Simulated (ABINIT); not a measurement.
The system is TePb.

```xyz
2
Lattice="0.0000 3.2310 3.2310 3.2310 0.0000 3.2310 3.2310 3.2310 0.0000" Properties=species:S:1:pos:R:3 pbc="T T T"
Pb    0.0000    0.0000    0.0000
Te    3.2310    3.2310    3.2310
```

| Property | Result |
| --- | --- |
| Program | ABINIT 10.8.3 (patched build) |
| Task | relaxation of cell and atoms |
| Functional | LDA |
| Potentials or basis | PseudoDojo NC SR LDA v0.4.1 standard |
| Cutoff | 1088 eV |
| k mesh | 5 × 5 × 5 |
| Occupations | fermi-dirac, width 0.05 eV |
| Spin | no spin polarisation |

At the start: pressure -1.7 GPa; volume 33.73 Å³/atom.

**Question.** Where does the relaxation end?

**Answer.** Over 4 steps the energy falls by 6.9 meV/atom and the volume is 32.47 Å³/atom (-3.7 %); space group Fm-3m (No. 225, to 0.05 Å).

Step by step:
```tsv
step	energy change (eV)	largest force (eV/Å)	pressure (GPa)	volume (Å³)
1	0.0000	0.0000	-1.71	67.46
2	-0.0035	0.0000	-1.49	67.11
3	-0.0139	0.0000	0.10	64.81
4	-0.0139	0.0000	0.00	64.94
```

Final structure:
```xyz
2
Lattice="0.0000 3.1904 3.1904 3.1904 0.0000 3.1904 3.1904 3.1904 0.0000" Properties=species:S:1:pos:R:3 pbc="T T T"
Pb    0.0000    0.0000    0.0000
Te    3.1904    3.1904    3.1904
```
